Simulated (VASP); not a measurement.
**GaP (strained zincblende): one r²SCAN single-point calculation in two programs**

```
Ga P
1.0
     0.00000    2.72540    2.72540
     2.61638    0.00000    2.72540
     2.61638    2.72540    0.00000
Ga P
1 1
Direct
  0.00000 0.00000 0.00000
  0.25000 0.25000 0.25000
```

The two codes use different PAW datasets and cutoffs. VASP's cell holds 18 valence electrons and Ansatz's 18. Ansatz's stress includes a Pulay correction; VASP's doesn't.

Cutoffs: 520 eV in VASP, 500 eV in Ansatz. k meshes: 8×8×8 and 8×8×8.

```csv
,VASP,Ansatz
gap between bands v and c,1.37 eV,1.36 eV
least direct gap,2.54 eV,2.56 eV
pressure,3.9 GPa,3.9 GPa
```

Band v is the last that the valence electrons fill when counted band by band, and c is the next. Levels in eV from the top of v, Ansatz:

| point | v−1 | v | c | c+1 |
| --- | --- | --- | --- | --- |
| Γ | -0.23 | 0.00 | 2.56 | 3.95 |
| X | -3.02 | -2.98 | 1.78 | 2.04 |
| K | -4.46 | -2.53 | 2.41 | 5.27 |
| L | -1.57 | -1.21 | 1.98 | 4.70 |
| W | -4.06 | -3.91 | 5.17 | 5.64 |

VASP:

```tsv
point	v−1	v	c	c+1
Γ	-0.23	0.00	2.54	3.97
X	-3.01	-2.98	1.78	2.05
K	-4.45	-2.53	2.42	5.28
L	-1.56	-1.21	1.97	4.72
W	-4.06	-3.91	5.18	5.65
```
